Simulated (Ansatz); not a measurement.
Quasiparticle levels of TiO$_{2}$ (P4_2/mnm)

These are results of G0W0@PBE, plasmon-pole screening, soft PAW set, first generation (Ansatz 0.2.0-dev), not measurements.

The input was:

```yaml
crystal:
  lattice:
    - [4.594, 0.0, 0.0]
    - [0.0, 4.594, 0.0]
    - [0.0, 0.0, 2.959]
  atoms:
    - { symbol: Ti, position: [0, 0, 0] }
    - { symbol: Ti, position: [0.5, 0.5, 0.5] }
    - { symbol: O, position: [0.3048, 0.3048, 0] }
    - { symbol: O, position: [0.6952, 0.6952, 0] }
    - { symbol: O, position: [0.8048, 0.1952, 0.5] }
    - { symbol: O, position: [0.1952, 0.8048, 0.5] }
kpoints:
  mp_grid: { grid: [4, 4, 6], shift: [0, 0, 0] }
hamiltonian:
  xc: pbe
  pseudopotentials: { kind: paw }
scf:
  occupations: { method: fixed }
output:
  forces: false
  stress: false
gw:
  n_empty_bands: 423
  ecut_chi: 143.3
  qp_bands: [v1, c1]
  qp_kpoints: [[0, 0, 0]]
```

The input is rewritten from the run's settings (development build, wave cutoff 420 eV).

Levels count from the highest filled Kohn-Sham level listed; ε_QP = ε_KS + Z(Σ − Vxc). VB is the top filled band, CB the lowest empty one. The wave cutoff came out at 420 eV.

| k | band | ε_KS (eV) | Σx − Vxc (eV) | Σc (eV) | Z | ε_QP (eV) |
| --- | --- | --- | --- | --- | --- | --- |
| Γ | VB | 0.00 | -4.75 | 4.57 | 0.76 | -0.14 |
| Γ | CB | 1.89 | 8.30 | -6.70 | 0.78 | 3.13 |

The gap (direct at Γ) opens from 1.89 eV to 3.26 eV.

Soft PAW datasets can miss an all-electron G0W0 gap by more than 5 %. Band sums or response are cut, so the gap isn't at its basis limit. The gap is read among the points solved; the crystal's band edges can lie elsewhere.
